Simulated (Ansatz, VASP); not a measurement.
# Ta in VASP and in Ansatz

POSCAR

```
Ta
1.0
    0.0000000000      2.1163036255      2.1163036255
    2.1163036255      0.0000000000      2.1163036255
    2.1163036255      2.1163036255      0.0000000000
Ta
1
Direct
    0.0000000000      0.0000000000      0.0000000000
```

The input INCAR.step1:

```
PREC = Accurate
ENCUT = 520
ISMEAR = 0
SIGMA = 0.05
LREAL = F
LASPH = T
NELM = 100
NBANDS = 12
GGA = PE
ALGO = Normal
EDIFF = 1E-4
LWAVE = T
LCHARG = F
```

INCAR.step2

```
PREC = Accurate
ENCUT = 520
EDIFF = 1E-6
ISMEAR = 0
SIGMA = 0.05
LREAL = F
LASPH = T
NELM = 100
ALGO = Normal
ISIF = 2
LWAVE = F
LCHARG = F
METAGGA = R2SCAN
LMIXTAU = T
NBANDS = 12
ISTART = 1
```

Contents of KPOINTS:

```
Automatic mesh
0
Gamma
  18 18 18
```

Input for Ansatz:

```yaml
crystal:
  lattice:
    - [0.0, 2.1163036255, 2.1163036255]
    - [2.1163036255, 0.0, 2.1163036255]
    - [2.1163036255, 2.1163036255, 0.0]
  atoms:
    - { symbol: Ta, position: [0.0, 0.0, 0.0] }
basis:
  ecutwfc: 500
  ecutrho_ratio: 4
kpoints:
  mp_grid: { grid: [18, 18, 18] }
hamiltonian:
  xc: r2scan
scf:
  occupations: { method: gaussian, width: 0.05 }
output:
  forces: true
  stress: true
  eigenvalues: true
```

The cell was built by a generator and needn't be a form met in nature.

Alike in both runs: task single point; functional r2SCAN; k mesh 18 × 18 × 18; occupations gaussian, width 0.05 eV; no spin polarisation.

|  | VASP | Ansatz |
| --- | --- | --- |
| version | VASP 6.6.1 | Ansatz 0.2.0 |
| potentials or method | VASP PAW PBE potentials, release 64 (Ta_pv) | scalar-relativistic, plane waves, PAW |
| plane-wave cutoff (eV) | 520 | 500 |
| valence electrons in the cell | 11 | 13 |

Ansatz gave:

| Property | Result |
| --- | --- |
| pressure (GPa) | -3.4 |

Q: Estimate VASP's values.

A: Pressure (GPa): -3.0.

The two sets of potentials don't hold the same shells in valence.

Caveats: the PAW data sets were made with another functional, which shifts forces and pressure a little (VASP). The runs have no spin-orbit coupling, so splittings on Ta are missing.
